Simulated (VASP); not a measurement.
# Pd (Pm-3m) in VASP: single point with PBE

Aim: the single point of Pd with PBE.

Program: VASP 6.6.1. These are calculated values, not measurements. Logs are shortened: lines on timing, memory, paths and dates and some standing lists are left out, and cuts for length are marked.

## (1) The crystal as given

It takes space group Pm-3m (No. 221, cubic). Conventional cell: a = 2.618 Å, b = 2.618 Å, c = 2.618 Å, α = 90.00°, β = 90.00°, γ = 90.00°. Pd (site symmetry m-3m) has 6 Pd at 2.62 Å as nearest neighbours.

The cell was built by a generator and needn't be a form met in nature.

## (2) Single point, PBE

INCAR

```
  PREC = Accurate
  ENCUT = 520
  EDIFF = 1E-7
  ISMEAR = -1
  SIGMA = 0.13605693000000002
  LREAL = F
  LASPH = T
  NELM = 60
  ALGO = Fast
  ISIF = 2
  LWAVE = F
  LCHARG = T
  GGA = PE
  LELF = T
  LVHAR = T
  NBANDS = 11
```

KPOINTS

```
Automatic mesh
0
Gamma
  13 13 13
```

POSCAR

```
Pd
1.0
    2.6179721309      0.0000000000      0.0000000000
    0.0000000000      2.6179721309      0.0000000000
    0.0000000000      0.0000000000      2.6179721309
Pd
1
Direct
    0.0000000000      0.0000000000      0.0000000000
```

Potentials or basis: VASP PAW PBE potentials, release 64 (Pd).

The run is started by

```console
> cat potpaw_PBE.64/Pd/POTCAR > POTCAR
> mpirun -np 1 vasp_std > vasp.out
```

OUTCAR:

```text
PREC = Accurate
   ENCUT = 520
   EDIFF = 1E-7
   ISMEAR = -1
   LREAL = F
   LASPH = T
   NELM = 60
   ISIF = 2
   GGA = PE

 ion  position               nearest neighbor table
   1  0.000  0.000  0.000-

  LATTYP: Found a simple cubic cell.
 ALAT       =     2.6179721309

  Lattice vectors:

 A1 = (   2.6179721309,   0.0000000000,   0.0000000000)
 A2 = (   0.0000000000,   2.6179721309,   0.0000000000)
 A3 = (   0.0000000000,   0.0000000000,   2.6179721309)

Analysis of symmetry for initial positions (statically):
=====================================================================
 Subroutine PRICEL returns:
 Original cell was already a primitive cell.

 Routine SETGRP: Setting up the symmetry group for a
 simple cubic supercell.

 Subroutine GETGRP returns: Found 48 space group operations
 (whereof 48 operations were pure point group operations)
 out of a pool of 48 trial point group operations.

The static configuration has the point symmetry O_h .

Analysis of symmetry for dynamics (positions and initial velocities):
=====================================================================
 Subroutine PRICEL returns:
 Original cell was already a primitive cell.

 Routine SETGRP: Setting up the symmetry group for a
 simple cubic supercell.

 Subroutine GETGRP returns: Found 48 space group operations
 (whereof 48 operations were pure point group operations)
 out of a pool of 48 trial point group operations.

The dynamic configuration has the point symmetry O_h .

 Subroutine INISYM returns: Found 48 space group operations
 (whereof 48 operations are pure point group operations),
 and found     1 'primitive' translations

----------------------------------------------------------------------------------------

                                     Primitive cell

  volume of cell :      17.9430

  direct lattice vectors                    reciprocal lattice vectors
     2.617972131  0.000000000  0.000000000     0.381975036  0.000000000  0.000000000
     0.000000000  2.617972131  0.000000000     0.000000000  0.381975036  0.000000000
     0.000000000  0.000000000  2.617972131     0.000000000  0.000000000  0.381975036

  length of vectors
     2.617972131  2.617972131  2.617972131     0.381975036  0.381975036  0.381975036

  position of ions in fractional coordinates (direct lattice)
     0.000000000  0.000000000  0.000000000

  ion indices of the primitive-cell ions
   primitive index   ion index
                 1           1

[... 81 lines left out ...]
   PSTRESS=    0.0 pullay stress
   NELECT =      10.0000    total number of electrons
   NUPDOWN=      -1.0000    fix difference up-down
   EMIN   =  10.00;   EMAX   =-10.00  energy-range for DOS
   EFERMI =   0.00;   METHOD = LEGACY
   ISMEAR =    -1;   SIGMA  =   0.14  broadening in eV -4-tet -1-fermi 0-gaus
   EFERMI_NEDOS =   21; number of points for ismear=-14 and -15
   IALGO  =     68    algorithm
   IMIX   =      4    mixing-type and parameters
     AMIX     =   0.40;   BMIX     =  1.00
     AMIX_MAG =   1.60;   BMIX_MAG =  1.00
  volume/ion in A,a.u.               =      17.94       121.09
  Fermi-wavevector in a.u.,A,eV,Ry     =   1.347234  2.545904 24.695124  1.815040
  Thomas-Fermi vector in A             =   2.475002
   LORBIT       =      0    0 simple, 1 ext, 2 COOP (PROOUT), +10 PAW based schemes
   GGA     = PE    functional components
   LHFCALC =     F    Hartree Fock is set to
   AEXX    =    0.0000 exact exchange contribution
   IVDW    =     0    specifies the selected vdW correction
   LEPSILON=     F    determine dielectric tensor
   LRPA    =     F    only Hartree local field effects (RPA)
 non-spin polarized calculation
 RMM-DIIS sequential band-by-band and
  energy-cutoff  :      520.00
  volume of cell :       17.94
 maximum number of plane-waves:       496
 NGX is ok and might be reduce to    20
   NGX =  9   NGY =  9   NGZ =  9

 number of electron      10.0000006 magnetization

 Free energy of the ion-electron system (eV)
  ---------------------------------------------------
  ext. energy  EPLUGINS =         0.00000000
  ---------------------------------------------------
  free energy    TOTEN  =        -4.75700882 eV

  energy without entropy =       -4.67632147  energy(sigma->0) =       -4.71666515

 E-fermi :   7.1282     XC(G=0): -11.8694

 val. band max:        7.1194766992   @ k =   0.4615   0.0769   0.0000
 cond. band min:       7.1300077840   @ k =   0.2308   0.0000   0.0000
 fundamental gap:      0.0105310847
 Fermi energy:         7.1281757673

 k-point     1 :       0.0000    0.0000    0.0000
  band No.  band energies     occupation
      1       1.2020      2.00000
      2       2.6533      2.00000
      3       2.6533      2.00000
      4       7.0687      1.21512
      5       7.0687      1.21512
      6       7.0687      1.21512
      7      23.4699      0.00000
      8      23.4699      0.00000
      9      23.4699      0.00000
     10      29.7276      0.00000
     11      29.8300      0.00000
[... 309 lines left out ...]
 k-point    24 :       0.3846    0.3077    0.0000
  band No.  band energies     occupation
      1       3.2600      2.00000
      2       3.4873      2.00000
      3       5.9083      1.99974
      4       5.9472      1.99966
      5       6.2237      1.99741
      6       8.7512      0.00001
      7      14.6698      0.00000
      8      19.7323      0.00000
      9      24.1370      0.00000
     10      29.1167      0.00000
     11      31.2792      0.00000

 [... further k-points ...]

------------------------ aborting loop because EDIFF is reached ----------------------------------------

  FORCE on cell =-STRESS in cart. coord.  units (eV):
  Direction    XX          YY          ZZ          XY          YZ          ZX
  --------------------------------------------------------------------------------------
  -------------------------------------------------------------------------------------
  Total       -0.0686978     -0.0686978     -0.0686978      0.0000000     -0.0000000      0.0000000
  in kB       -6.1342021     -6.1342021     -6.1342021      0.0000000     -0.0000000      0.0000000
  external PRESSURE =      -6.1342021 kB  Pullay stress =       0.0000000 kB

 VOLUME and BASIS-vectors are now :
 -----------------------------------------------------------------------------
  energy-cutoff  :      520.00
  volume of cell :       17.94
      direct lattice vectors                 reciprocal lattice vectors
     2.617972131  0.000000000  0.000000000     0.381975036  0.000000000  0.000000000
     0.000000000  2.617972131  0.000000000     0.000000000  0.381975036  0.000000000
     0.000000000  0.000000000  2.617972131     0.000000000  0.000000000  0.381975036

 POSITION                                       TOTAL-FORCE (eV/Angst)
 -----------------------------------------------------------------------------------
      0.00000      0.00000      0.00000         0.000000      0.000000      0.000000
 -----------------------------------------------------------------------------------
    total drift:                                0.000000      0.000000      0.000000

  FREE ENERGIE OF THE ION-ELECTRON SYSTEM (eV)
  ---------------------------------------------------
  free  energy   TOTEN  =        -4.7570088240 eV

  energy  without entropy=       -4.6763214748  energy(sigma->0) =       -4.71666515
```

OSZICAR:

```text
N       E                     dE             d eps       ncg     rms          rms(c)
DAV:   1     0.437302251943E+02    0.43730E+02   -0.49851E+03  1848   0.828E+02
DAV:   2    -0.433407809575E+01   -0.48064E+02   -0.46597E+02  2082   0.176E+02
DAV:   3    -0.491713888896E+01   -0.58306E+00   -0.58041E+00  2215   0.213E+01
DAV:   4    -0.492101216302E+01   -0.38733E-02   -0.38728E-02  2170   0.177E+00
DAV:   5    -0.492107617155E+01   -0.64009E-04   -0.64008E-04  2348   0.202E-01    0.528E+00
RMM:   6    -0.476220979102E+01    0.15887E+00   -0.24561E-01  1874   0.453E+00    0.274E+00
RMM:   7    -0.475851466100E+01    0.36951E-02   -0.40186E-03  2065   0.698E-01    0.154E+00
RMM:   8    -0.475698884998E+01    0.15258E-02   -0.99354E-04  2112   0.312E-01    0.190E-02
RMM:   9    -0.475700634791E+01   -0.17498E-04   -0.79789E-05  2302   0.801E-02    0.153E-02
RMM:  10    -0.475700860600E+01   -0.22581E-05   -0.14196E-05  2377   0.270E-02    0.665E-03
RMM:  11    -0.475700872486E+01   -0.11886E-06   -0.43249E-06  2330   0.135E-02    0.336E-03
RMM:  12    -0.475700882397E+01   -0.99113E-07   -0.82940E-07  2218   0.701E-03
   1 F= -.47570088E+01 E0= -.47166651E+01  d E =-.806873E-01
```

stdout:

```text
POSCAR found type information on POSCAR Pd
 POSCAR found :  1 types and       1 ions
 scaLAPACK will be used
 LDA part: xc-table for (Slater+PW92), standard interpolation
 POSCAR, INCAR and KPOINTS ok, starting setup
 FFT: planning ... GRIDC
 FFT: planning ... GRID_SOFT
 FFT: planning ... GRID
 WAVECAR not read
 entering main loop
```

Wall time 5.7 s (1 thread of Intel Xeon 6975P-C (Granite Rapids), shared host); peak memory 0.13 GiB.

What came out:

```yaml
Free_energy: -4.7570 eV
Pressure: -0.6 GPa
Band_gap_on_the_k_mesh: none (metal or under the smearing width)
```

Levels at points of the mesh, in eV from the Fermi level:
| k point | band 1 | band 2 | band 3 | band 4 | band 5 | band 6 | band 7 | band 8 | band 9 | band 10 |
| --- | --- | --- | --- | --- | --- | --- | --- | --- | --- | --- |
| (0.00, 0.00, 0.00) | -5.93 | -4.47 | -4.47 | -0.06 | -0.06 | -0.06 | 16.34 | 16.34 | 16.34 | 22.60 |
